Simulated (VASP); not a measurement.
# AlN (Fm-3m) in VASP: band structure with HSE06

Aim: the band structure of AlN with HSE06.

Everything below comes from runs of VASP 6.6.1. Logs are shortened: lines on timing, memory, paths and dates and some standing lists are left out, and cuts for length are marked.

## (1) The structure

The structure is cubic, space group Fm-3m (No. 225). Conventional cell: a = 4.044 Å, b = 4.044 Å, c = 4.044 Å, α = 90.00°, β = 90.00°, γ = 90.00°. Around Al (site symmetry m-3m) lie 6 N at 2.02 Å. N (site symmetry m-3m) is surrounded by 6 Al at 2.02 Å.

Measurements of this composition are mostly on another form, of space group No. 186.

## (2) Band structure, HSE06

Input file POSCAR:

```
AlN
1.0
    0.0000000000      2.0219600000      2.0219600000
    2.0219600000      0.0000000000      2.0219600000
    2.0219600000      2.0219600000      0.0000000000
Al N
1 1
Direct
    0.5000000000      0.5000000000      0.5000000000
    0.0000000000      0.0000000000      0.0000000000
```

Input file INCAR.step1:

```
SYSTEM = AlN
PREC = Accurate
ENCUT = 520
EDIFF = 1E-5
ISMEAR = 0
SIGMA = 0.02
LREAL = .FALSE.
LASPH = .TRUE.
NELM = 80
ALGO = Normal
ISIF = 2
LWAVE = .TRUE.
LCHARG = .FALSE.
NBANDS = 11
GGA = PE
```

Input file INCAR.step2:

```
SYSTEM = AlN
PREC = Accurate
ENCUT = 520
EDIFF = 1E-6
ISMEAR = 0
SIGMA = 0.02
LREAL = .FALSE.
LASPH = .TRUE.
NELM = 80
ALGO = Normal
ISIF = 2
LWAVE = .FALSE.
LCHARG = .FALSE.
GGA = PE
LHFCALC = .TRUE.
HFSCREEN = 0.2
PRECFOCK = Fast
NBANDS = 11
ISTART = 1
```

Input file KPOINTS:

```
Automatic mesh
0
G
  8 8 8
  0 0 0
```

Input file KPOINTS_OPT:

```
path GXWKGLUWLK,UX
8
line-mode
reciprocal
 0.0000000000  0.0000000000  0.0000000000  G
 0.5000000000  0.0000000000  0.5000000000  X

 0.5000000000  0.0000000000  0.5000000000  X
 0.5000000000  0.2500000000  0.7500000000  W

 0.5000000000  0.2500000000  0.7500000000  W
 0.3750000000  0.3750000000  0.7500000000  K

 0.3750000000  0.3750000000  0.7500000000  K
 0.0000000000  0.0000000000  0.0000000000  G

 0.0000000000  0.0000000000  0.0000000000  G
 0.5000000000  0.5000000000  0.5000000000  L

 0.5000000000  0.5000000000  0.5000000000  L
 0.6250000000  0.2500000000  0.6250000000  U

 0.6250000000  0.2500000000  0.6250000000  U
 0.5000000000  0.2500000000  0.7500000000  W

 0.5000000000  0.2500000000  0.7500000000  W
 0.5000000000  0.5000000000  0.5000000000  L

 0.5000000000  0.5000000000  0.5000000000  L
 0.3750000000  0.3750000000  0.7500000000  K

 0.6250000000  0.2500000000  0.6250000000  U
 0.5000000000  0.0000000000  0.5000000000  X
```

Potentials or basis: VASP PAW PBE potentials, release 64 (Al, N).

Started as:

```sh
cat potpaw_PBE.64/Al/POTCAR potpaw_PBE.64/N/POTCAR > POTCAR
cp INCAR.step1 INCAR
mpirun -np 1 vasp_std > vasp.out
cp INCAR.step2 INCAR
mpirun -np 1 vasp_std > vasp.out
```

OUTCAR:

```text
SYSTEM = AlN
   PREC = Accurate
   ENCUT = 520
   EDIFF = 1E-6
   ISMEAR = 0
   LREAL = .FALSE.
   LASPH = .TRUE.
   NELM = 80
   ISIF = 2
   GGA = PE
   LHFCALC = .TRUE.
   HFSCREEN = 0.2
   PRECFOCK = Fast
   ISTART = 1

 ion  position               nearest neighbor table
   1  0.500  0.500  0.500-   2 2.02   2 2.02   2 2.02   2 2.02   2 2.02   2 2.02
   2  0.000  0.000  0.000-   1 2.02   1 2.02   1 2.02   1 2.02   1 2.02   1 2.02

  LATTYP: Found a face centered cubic cell.
 ALAT       =     4.0439200000

  Lattice vectors:

 A1 = (   0.0000000000,   2.0219600000,   2.0219600000)
 A2 = (   2.0219600000,   0.0000000000,   2.0219600000)
 A3 = (   2.0219600000,   2.0219600000,   0.0000000000)

Analysis of symmetry for initial positions (statically):
=====================================================================
 Subroutine PRICEL returns:
 Original cell was already a primitive cell.

 Routine SETGRP: Setting up the symmetry group for a
 face centered cubic supercell.

 Subroutine GETGRP returns: Found 48 space group operations
 (whereof 48 operations were pure point group operations)
 out of a pool of 48 trial point group operations.

The static configuration has the point symmetry O_h .

Analysis of symmetry for dynamics (positions and initial velocities):
=====================================================================
 Subroutine PRICEL returns:
 Original cell was already a primitive cell.

 Routine SETGRP: Setting up the symmetry group for a
 face centered cubic supercell.

 Subroutine GETGRP returns: Found 48 space group operations
 (whereof 48 operations were pure point group operations)
 out of a pool of 48 trial point group operations.

The dynamic configuration has the point symmetry O_h .

 Subroutine INISYM returns: Found 48 space group operations
 (whereof 48 operations are pure point group operations),
 and found     1 'primitive' translations

----------------------------------------------------------------------------------------

                                     Primitive cell

  volume of cell :      16.5328

  direct lattice vectors                    reciprocal lattice vectors
     0.000000000  2.021960000  2.021960000    -0.247284813  0.247284813  0.247284813
     2.021960000  0.000000000  2.021960000     0.247284813 -0.247284813  0.247284813
     2.021960000  2.021960000  0.000000000     0.247284813  0.247284813 -0.247284813

  length of vectors
[... 100 lines left out ...]
   IMIX   =      1    mixing-type and parameters
     AMIX     =   0.40;   BMIX     =  1.00
     AMIX_MAG =   1.60;   BMIX_MAG =  1.00
  volume/ion in A,a.u.               =       8.27        55.78
  Fermi-wavevector in a.u.,A,eV,Ry     =   1.285254  2.428778 22.475159  1.651878
  Thomas-Fermi vector in A             =   2.417399
   LORBIT       =      0    0 simple, 1 ext, 2 COOP (PROOUT), +10 PAW based schemes
   GGA     = PE    functional components
   LHFCALC =     T    Hartree Fock is set to
   PRECFOCK=fast      Normal, Fast or Accurate (Low or Medium for compatibility)
   ENCUT4O =  -1.0   cutoff for four orbital integrals eV
   NKREDX  =     1    reduce k-point grid by
   NKREDY  =     1    reduce k-point grid by
   NKREDZ  =     1    reduce k-point grid by
   AEXX    =    0.2500 exact exchange contribution
   HFSCREEN=    0.2000 screening length (either q_TF or 0.3 A-1)
   HFSCREENC=   0.2000 screening length for correlation (either q_TF or 0.3 A-1)
   ENCUTFOCK=  -1.0 apply spherical cutoff to Coloumb kernel
   IVDW    =     0    specifies the selected vdW correction
   LEPSILON=     F    determine dielectric tensor
   LRPA    =     F    only Hartree local field effects (RPA)
 non-spin polarized calculation
 Gauss-broadening in eV      SIGMA  =   0.02
  energy-cutoff  :      520.00
  volume of cell :       16.53
 maximum number of plane-waves:       459
 NGX is ok and might be reduce to    24
  NGX = 14; NGY = 14; NGZ = 14

 number of electron       7.9999999 magnetization

 Free energy of the ion-electron system (eV)
  ---------------------------------------------------
  ext. energy  EPLUGINS =         0.00000000
  ---------------------------------------------------
  free energy    TOTEN  =       -17.16656310 eV

  energy without entropy =      -17.16656310  energy(sigma->0) =      -17.16656310

 E-fermi :   9.2752     XC(G=0): -10.0412

 val. band max:        9.0861084680   @ k =   0.0000   0.0000   0.0000
 cond. band min:      15.0749506979   @ k =   0.5000   0.5000   0.0000
 fundamental gap:      5.9888422299
 Fermi energy:         9.2751512873

 k-point     1 :       0.0000    0.0000    0.0000
  band No.  band energies     occupation
      1     -10.1351      2.00000
      2       9.0861      2.00000
      3       9.0861      2.00000
      4       9.0861      2.00000
      5      16.2982      0.00000
      6      22.9122      0.00000
      7      22.9122      0.00000
      8      22.9122      0.00000
      9      28.0948      0.00000
     10      28.8154      0.00000
     11      28.8154      0.00000
[... 309 lines left out ...]
 k-point    24 :      -0.3750    0.2500    0.1250
  band No.  band energies     occupation
      1      -6.1285      2.00000
      2       1.0488      2.00000
      3       5.0952      2.00000
      4       6.9532      2.00000
      5      19.0903      0.00000
      6      19.2339      0.00000
      7      23.4153      0.00000
      8      23.6859      0.00000
      9      29.2387      0.00000
     10      30.2781      0.00000
     11      33.6922      0.00000

 [... further k-points ...]

------------------------ aborting loop because EDIFF is reached ----------------------------------------

  FORCE on cell =-STRESS in cart. coord.  units (eV):
  Direction    XX          YY          ZZ          XY          YZ          ZX
  --------------------------------------------------------------------------------------
  -------------------------------------------------------------------------------------
  Total       -0.2811613     -0.2811613     -0.2811613      0.0000000      0.0000000     -0.0000000
  in kB      -27.2469874    -27.2469874    -27.2469874      0.0000000      0.0000000     -0.0000000
  external PRESSURE =     -27.2469874 kB  Pullay stress =       0.0000000 kB

 VOLUME and BASIS-vectors are now :
 -----------------------------------------------------------------------------
  energy-cutoff  :      520.00
  volume of cell :       16.53
      direct lattice vectors                 reciprocal lattice vectors
     0.000000000  2.021960000  2.021960000    -0.247284813  0.247284813  0.247284813
     2.021960000  0.000000000  2.021960000     0.247284813 -0.247284813  0.247284813
     2.021960000  2.021960000  0.000000000     0.247284813  0.247284813 -0.247284813

 POSITION                                       TOTAL-FORCE (eV/Angst)
 -----------------------------------------------------------------------------------
      2.02196      2.02196      2.02196         0.000000     -0.000000     -0.000000
      0.00000      0.00000      0.00000         0.000000      0.000000      0.000000
 -----------------------------------------------------------------------------------
    total drift:                               -0.000063     -0.000117     -0.000117

  FREE ENERGIE OF THE ION-ELECTRON SYSTEM (eV)
  ---------------------------------------------------
  free  energy   TOTEN  =       -17.1665631007 eV

  energy  without entropy=      -17.1665631007  energy(sigma->0) =      -17.16656310
```

OUTCAR.step1:

```text
SYSTEM = AlN
   PREC = Accurate
   ENCUT = 520
   EDIFF = 1E-5
   ISMEAR = 0
   LREAL = .FALSE.
   LASPH = .TRUE.
[... 559 lines left out ...]
      2.02196      2.02196      2.02196         0.000000     -0.000000     -0.000000
      0.00000      0.00000      0.00000        -0.000000      0.000000      0.000000
 -----------------------------------------------------------------------------------
    total drift:                                0.000000     -0.000000     -0.000000

  FREE ENERGIE OF THE ION-ELECTRON SYSTEM (eV)
  ---------------------------------------------------
  free  energy   TOTEN  =       -14.5406529192 eV

  energy  without entropy=      -14.5406529192  energy(sigma->0) =      -14.54065292
```

OSZICAR.step1:

```text
N       E                     dE             d eps       ncg     rms          rms(c)
DAV:   1     0.762496109338E+01    0.76250E+01   -0.42091E+03   646   0.678E+02
DAV:   2    -0.156156772218E+02   -0.23241E+02   -0.22094E+02   758   0.125E+02
DAV:   3    -0.162829727141E+02   -0.66730E+00   -0.66595E+00   786   0.195E+01
DAV:   4    -0.162851241264E+02   -0.21514E-02   -0.21513E-02   713   0.118E+00
DAV:   5    -0.162851400936E+02   -0.15967E-04   -0.15967E-04   763   0.103E-01    0.760E+00
DAV:   6    -0.145610523936E+02    0.17241E+01   -0.74904E+00   692   0.145E+01    0.269E+00
DAV:   7    -0.145464186167E+02    0.14634E-01   -0.17919E-01   710   0.309E+00    0.177E+00
DAV:   8    -0.145409325269E+02    0.54861E-02   -0.15538E-02   677   0.109E+00    0.334E-01
DAV:   9    -0.145405994967E+02    0.33303E-03   -0.14087E-03   716   0.224E-01    0.150E-01
DAV:  10    -0.145406584474E+02   -0.58951E-04   -0.13195E-04   707   0.848E-02    0.416E-02
DAV:  11    -0.145406529192E+02    0.55283E-05   -0.16783E-05   376   0.233E-02
   1 F= -.14540653E+02 E0= -.14540653E+02  d E =-.117408E-17
```

It took 31 min on 1 thread of AMD EPYC 7R13 (Zen 3), shared host; peak memory 0.26 GiB.

Results:

| Quantity | Value |
| --- | --- |
| Free energy | -17.1666 eV |
| Pressure | -2.7 GPa |
| Band gap on the k mesh | 5.99 eV, indirect (least direct gap 7.21 eV) |
| Band gap along the path | 5.99 eV, indirect (least direct gap 7.21 eV) |

Levels at the corners of the path, in eV from the valence-band top:
```csv
point,band 1,band 2,band 3,band 4,band 5,band 6,band 7,band 8,band 9
Γ,-19.22,0.00,0.00,0.00,7.21,13.83,13.83,13.83,19.01
X,-14.70,-8.02,-3.05,-3.05,5.99,6.64,16.26,19.50,19.50
X,-14.70,-8.02,-3.05,-3.05,5.99,6.64,16.26,19.50,19.50
W,-14.53,-6.18,-6.18,-4.19,9.74,12.48,12.48,14.04,21.49
W,-14.53,-6.18,-6.18,-4.19,9.74,12.48,12.48,14.04,21.49
K,-14.68,-7.08,-5.89,-2.50,7.28,10.93,14.82,16.67,18.37
K,-14.68,-7.08,-5.89,-2.50,7.28,10.93,14.82,16.67,18.37
Γ,-19.22,0.00,0.00,0.00,7.21,13.83,13.83,13.83,19.01
Γ,-19.22,0.00,0.00,0.00,7.21,13.83,13.83,13.83,19.01
L,-15.75,-9.00,-1.16,-1.16,7.55,12.61,12.61,15.54,18.03
L,-15.75,-9.00,-1.16,-1.16,7.55,12.61,12.61,15.54,18.03
U,-14.68,-7.08,-5.89,-2.50,7.28,10.93,14.82,16.67,18.37
U,-14.68,-7.08,-5.89,-2.50,7.28,10.93,14.82,16.67,18.37
W,-14.53,-6.18,-6.18,-4.19,9.74,12.48,12.48,14.04,21.49
W,-14.53,-6.18,-6.18,-4.19,9.74,12.48,12.48,14.04,21.49
L,-15.75,-9.00,-1.16,-1.16,7.55,12.61,12.61,15.54,18.03
L,-15.75,-9.00,-1.16,-1.16,7.55,12.61,12.61,15.54,18.03
K,-14.68,-7.08,-5.89,-2.50,7.28,10.93,14.82,16.67,18.37
U,-14.68,-7.08,-5.89,-2.50,7.28,10.93,14.82,16.67,18.37
X,-14.70,-8.02,-3.05,-3.05,5.99,6.64,16.26,19.50,19.50
```

Caveat: the PAW data sets were made with another functional, which shifts forces and pressure a little.
